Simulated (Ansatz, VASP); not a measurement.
## Be: VASP beside Ansatz

File INCAR:

```
PREC     = Accurate       # precision mode
ENCUT    = 520            # plane-wave cutoff, eV
EDIFF    = 1E-7           # SCF threshold, eV
ISMEAR   = -1             # smearing method
SIGMA    = 0.05           # smearing width, eV
LREAL    = False          # projectors in reciprocal space
LASPH    = True           # aspherical terms in the spheres
NELM     = 60             # most SCF steps
ALGO     = Normal         # electronic algorithm
ISIF     = 2              # what is computed and relaxed
LWAVE    = False          # write WAVECAR
LCHARG   = False          # write CHGCAR
GGA      = PS             # functional
NBANDS   = 12             # bands
```

KPOINTS

```
regular mesh
0
Gamma
  9 9 14
```

Contents of POSCAR:

```
Be
1.0
    3.8202995976      0.0000000000      0.0000000000
    0.0000000000      3.8202995976      0.0000000000
    0.0000000000      0.0000000000      2.3260223395
Be
4
Direct
    0.2974080000      0.2974080000      0.0000000000
    0.7025920000      0.7025920000      0.0000000000
    0.2025920000      0.7974080000      0.5000000000
    0.7974080000      0.2025920000      0.5000000000
```

Input for Ansatz:

```yaml
crystal:
  lattice:
    - [3.8202995976, 0.0, 0.0]
    - [0.0, 3.8202995976, 0.0]
    - [0.0, 0.0, 2.3260223395]
  atoms:
    - { symbol: Be, position: [0.297408, 0.297408, 0.0] }
    - { symbol: Be, position: [0.702592, 0.702592, 0.0] }
    - { symbol: Be, position: [0.202592, 0.797408, 0.5] }
    - { symbol: Be, position: [0.797408, 0.202592, 0.5] }
kpoints:
  mp_grid: { grid: [9, 9, 14] }
  band_path:
    path:
      - [0.0, 0.0, 0.0]
      - [0.0, 0.5, 0.0]
      - [0.5, 0.5, 0.0]
      - [0.0, 0.0, 0.0]
      - [0.0, 0.0, 0.5]
      - [0.0, 0.5, 0.5]
      - [0.5, 0.5, 0.5]
      - [0.0, 0.0, 0.5]
      - [0.0, 0.5, 0.0]
    npoints: 5
scf:
  occupations: { method: fermi_dirac, width: 0.05 }
hamiltonian:
  xc: pbesol
  pseudopotentials: { kind: all_electron, lapw: { basis_error: 0.001 } }
output:
  forces: true
  stress: true
  eigenvalues: true
```

Change from the starting cell: volume scaled by 1.06.

Alike in both runs: task single point; functional PBEsol; k mesh 9 × 9 × 14; occupations fermi-dirac, width 0.05 eV; no spin polarisation.

|  | VASP | Ansatz |
| --- | --- | --- |
| version | VASP 6.6.1 | Ansatz 0.2.0 |
| potentials or method | VASP PAW PBE potentials, release 64 (Be) | all-electron LAPW, scalar-relativistic |
| plane-wave cutoff (eV) | 520 | see its input |

Ansatz gave:

- pressure (GPa): -7.3
- largest component of the traceless stress (GPa): 1.31
- rms of the force components (eV/Å): 0.018

What did VASP give for the same quantities?

Pressure (GPa): -7.0; largest component of the traceless stress (GPa): 1.30; rms of the force components (eV/Å): 0.016.

Atom by atom the forces differ by 0.002 eV/Å (rms over components). Ansatz ran all-electron here, so the differences hold the error of VASP's frozen core and of both bases.

Caveats: the PAW data sets were made with another functional, which shifts forces and pressure a little (VASP).
